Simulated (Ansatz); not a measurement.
Two G0W0 runs on Ta2O5 (Pmmm).

```cif
data_structure
_symmetry_space_group_name_H-M 'P 1'
_symmetry_Int_Tables_number 1
_cell_length_a 3.6770
_cell_length_b 3.8970
_cell_length_c 6.2170
_cell_angle_alpha 90.000
_cell_angle_beta 90.000
_cell_angle_gamma 90.000
_cell_volume 89.09
loop_
_atom_site_label
_atom_site_type_symbol
_atom_site_fract_x
_atom_site_fract_y
_atom_site_fract_z
_atom_site_occupancy
Ta1 Ta 0.50000 0.00000 0.50000 1
Ta2 Ta 0.00000 0.00000 0.00000 1
O3 O 0.00000 0.00000 0.31900 1
O4 O 0.00000 0.00000 0.68100 1
O5 O 0.50000 0.50000 0.50000 1
O6 O 0.50000 0.00000 0.00000 1
O7 O 0.00000 0.50000 0.00000 1
```

The cell and positions come from the Crystallography Open Database and are kept as given unless a step says otherwise. Spin-orbit coupling is left out unless a run names it. PAW set soft_2, made with PBE.

The first (Ansatz 0.2.0; start PBE, 4×4×4 mesh, 572 empty bands, screening to 200 eV; 1 × NVIDIA H100 80GB HBM3 (shared by 3 runs) with 3 threads of AMD EPYC 7R13 (Zen 3), shared host) gave, on its mesh: starting gap 0.19 eV, G0W0 gap 1.14 eV, RPA ε∞ (mean) 7.37, 34 s.

The second changes empty bands from 572 to 265 and screening cutoff (eV) from 200.0 to 120. What does it give?

It gave: starting gap 0.19 eV, G0W0 gap 1.01 eV, RPA ε∞ (mean) 7.38, 13 s. The G0W0 gap moves by −0.13 eV, +0.00 eV from the start and −0.13 eV from the correction. Σc changes by +0.25 eV at the valence top and +0.12 eV at the conduction bottom, and Σx − Vxc between them by +0.00 eV.

Limits: not at the basis limit; no spin-orbit coupling; coarse k mesh.

[Paths, hosts, dates, memory and timing lines, banners, echoed tables and standing remarks are left out of the program output.]

[Logs are printed without paths, hosts, clocks, repeated set-up lines and the standing remarks that a program may print on its own settings, such as how far it seeks lower states.]

[Runs of the session that timed out or met a known fault of the program may be left out.]

[Cells called generated may have been cut or substituted from an entry of the Crystallography Open Database or the Materials Project.]

[Hosts, paths, dates, database ids (printed as entryN), source tags and the programs' standing remarks are cut or masked in the printed files.]
